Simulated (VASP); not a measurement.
GaP:

```
Ga P
1.0
     0.00000    2.72525    2.72525
     2.72525    0.00000    2.72525
     2.72525    2.72525    0.00000
Ga P
1 1
Direct
  0.00000 0.00000 0.00000
  0.75000 0.75000 0.75000
```

Base run:

* Program: VASP 6.6.1
* Functional: revTPSS
* Potentials or basis: VASP PAW PBE potentials, release 64 (Ga_d, P)
* Cutoff: 520 eV
* k mesh: 8 × 8 × 8
* Occupations: fermi-dirac, width 0.05 eV
* Spin: no spin polarisation

Its results: band gap on the k mesh 1.58 eV, indirect (least direct gap 1.99 eV); pressure 0.2 GPa.

Task: The run is repeated on the same cell with these changes: functional from revTPSS to MS2; further incar settings from ALGO = Normal; EDIFF = 1e-07; NBANDS = 16 to ALGO = Normal; EDIFF = 1e-06; NBANDS = 16. What comes out?

Result: Band gap on the k mesh 1.92 eV, indirect (least direct gap 2.41 eV); pressure -0.7 GPa.

Caveats: the PAW data sets were made with another functional, which shifts forces and pressure a little.
